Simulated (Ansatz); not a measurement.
# Band structure of Eu

```yaml
crystal:
  lattice:
    - [-2.24380, 2.24380, 2.24380]
    - [2.24380, -2.24380, 2.24380]
    - [2.24380, 2.24380, -2.24380]
  atoms:
    - { symbol: Eu, position: [0.00000, 0.00000, 0.00000] }
```

Structure from Materials Project entry mp-20071 (possibly hypothetical), not relaxed further.

Semilocal functionals without a Hubbard term describe localised f shells poorly; where the shell is localised, the real material differs.

Other magnetic orders may lie lower; this is the state that the run reached.

No spin–orbit coupling, which matters for the heavy atoms here.

Theory: Ansatz 0.2.0, DFT, PBEsol, all-electron LAPW, scalar-relativistic.

Settings: a Γ-centred 10×10×10 k mesh, Fermi–Dirac smearing of 0.05 eV, basis error target 1 meV/atom, spin-polarised from start moments Eu 7 μB, ending with a cell moment of 7.36 μB.

Points in fractions of the reciprocal vectors of this cell: Γ (0, 0, 0), H (0.5, -0.5, 0.5), N (0, 0, 0.5), P (0.25, 0.25, 0.25). The path joins them by straight lines in the order Γ–H–N–Γ–P–H–P–N; legs that retrace an earlier one aren't tabulated. Energies are in eV from the Fermi level.

(1) Metal or insulator at this level of theory?

(2) Tabulate bands 7 to 13 of the spin-down channel, counted from the lowest band of the run, along the path.

Results:

(1) No gap opens: metallic or semimetallic.

(2) 
| k (1/Å) | point | band 7 | band 8 | band 9 | band 10 | band 11 | band 12 | band 13 |
| --- | --- | --- | --- | --- | --- | --- | --- | --- |
| 0.00 | Γ | -17.86 | -17.86 | -17.86 | -3.54 | 2.73 | 2.73 | 2.73 |
| 0.20 |  | -17.89 | -17.87 | -17.87 | -3.31 | 2.61 | 2.61 | 2.82 |
| 0.40 |  | -17.97 | -17.91 | -17.91 | -2.66 | 2.45 | 2.45 | 2.68 |
| 0.60 |  | -18.06 | -17.98 | -17.98 | -1.72 | 1.75 | 2.45 | 2.45 |
| 0.80 |  | -18.13 | -18.05 | -18.05 | -0.72 | 0.94 | 2.70 | 2.70 |
| 1.00 |  | -18.17 | -18.11 | -18.11 | -0.09 | 0.33 | 3.17 | 3.17 |
| 1.20 |  | -18.17 | -18.16 | -18.16 | -0.09 | -0.05 | 3.63 | 3.63 |
| 1.40 | H | -18.18 | -18.18 | -18.18 | -0.18 | -0.18 | 3.79 | 3.79 |
| 1.54 |  | -18.18 | -18.17 | -18.16 | -0.12 | -0.12 | 3.60 | 3.70 |
| 1.68 |  | -18.20 | -18.14 | -18.12 | 0.02 | 0.05 | 3.02 | 3.36 |
| 1.82 |  | -18.23 | -18.11 | -18.06 | 0.11 | 0.32 | 2.47 | 2.78 |
| 1.97 |  | -18.26 | -18.07 | -17.99 | -0.09 | 0.66 | 2.19 | 2.45 |
| 2.11 |  | -18.29 | -18.04 | -17.92 | -0.47 | 1.00 | 1.72 | 2.89 |
| 2.25 |  | -18.30 | -18.01 | -17.88 | -0.77 | 1.27 | 1.43 | 3.48 |
| 2.39 | N | -18.31 | -18.00 | -17.86 | -0.88 | 1.32 | 1.38 | 3.79 |
| 2.53 |  | -18.29 | -18.00 | -17.86 | -1.01 | 1.32 | 1.37 | 3.77 |
| 2.67 |  | -18.23 | -17.98 | -17.86 | -1.40 | 1.33 | 1.52 | 3.74 |
| 2.81 |  | -18.14 | -17.95 | -17.86 | -1.98 | 1.55 | 1.74 | 3.70 |
| 2.96 |  | -18.04 | -17.92 | -17.86 | -2.58 | 1.95 | 2.03 | 3.48 |
| 3.10 |  | -17.95 | -17.89 | -17.86 | -3.09 | 2.35 | 2.37 | 3.10 |
| 3.24 |  | -17.88 | -17.86 | -17.86 | -3.42 | 2.61 | 2.65 | 2.83 |
| 3.38 | Γ | -17.86 | -17.86 | -17.86 | -3.54 | 2.73 | 2.73 | 2.73 |
| 3.55 |  | -17.90 | -17.86 | -17.86 | -3.36 | 2.57 | 2.57 | 2.90 |
| 3.73 |  | -17.99 | -17.87 | -17.87 | -2.88 | 2.14 | 2.14 | 3.36 |
| 3.90 |  | -18.11 | -17.90 | -17.90 | -2.15 | 1.64 | 1.64 | 3.84 |
| 4.07 |  | -18.19 | -17.93 | -17.93 | -1.26 | 1.23 | 1.23 | 4.03 |
| 4.25 |  | -18.22 | -17.98 | -17.98 | -0.31 | 0.98 | 0.98 | 4.00 |
| 4.42 |  | -18.17 | -18.03 | -18.03 | 0.53 | 0.87 | 0.87 | 3.73 |
| 4.59 | P | -18.08 | -18.08 | -18.08 | 0.86 | 0.86 | 0.86 | 3.48 |
| 4.77 |  | -18.13 | -18.13 | -17.99 | 0.60 | 0.88 | 0.88 | 3.66 |
| 4.94 |  | -18.16 | -18.16 | -17.92 | 0.39 | 0.86 | 0.86 | 3.83 |
| 5.11 |  | -18.18 | -18.18 | -17.92 | 0.58 | 0.73 | 0.73 | 3.85 |
| 5.29 |  | -18.19 | -18.19 | -17.98 | 0.47 | 0.47 | 1.24 | 3.74 |
| 5.46 |  | -18.18 | -18.18 | -18.07 | 0.15 | 0.15 | 2.31 | 3.73 |
| 5.63 |  | -18.18 | -18.18 | -18.15 | -0.09 | -0.09 | 3.42 | 3.77 |
| 5.81 | H | -18.18 | -18.18 | -18.18 | -0.18 | -0.18 | 3.79 | 3.79 |
| 7.02 | P | -18.08 | -18.08 | -18.08 | 0.86 | 0.86 | 0.86 | 3.48 |
| 7.12 |  | -18.13 | -18.08 | -18.03 | 0.72 | 0.86 | 0.90 | 3.57 |
| 7.22 |  | -18.18 | -18.07 | -17.99 | 0.39 | 0.91 | 0.98 | 3.73 |
| 7.32 |  | -18.23 | -18.05 | -17.94 | 0.00 | 0.99 | 1.08 | 3.87 |
| 7.42 |  | -18.26 | -18.04 | -17.91 | -0.36 | 1.10 | 1.19 | 3.96 |
| 7.52 |  | -18.29 | -18.02 | -17.88 | -0.64 | 1.21 | 1.29 | 3.88 |
| 7.62 |  | -18.31 | -18.01 | -17.86 | -0.82 | 1.29 | 1.35 | 3.82 |
| 7.72 | N | -18.31 | -18.00 | -17.86 | -0.88 | 1.32 | 1.38 | 3.79 |
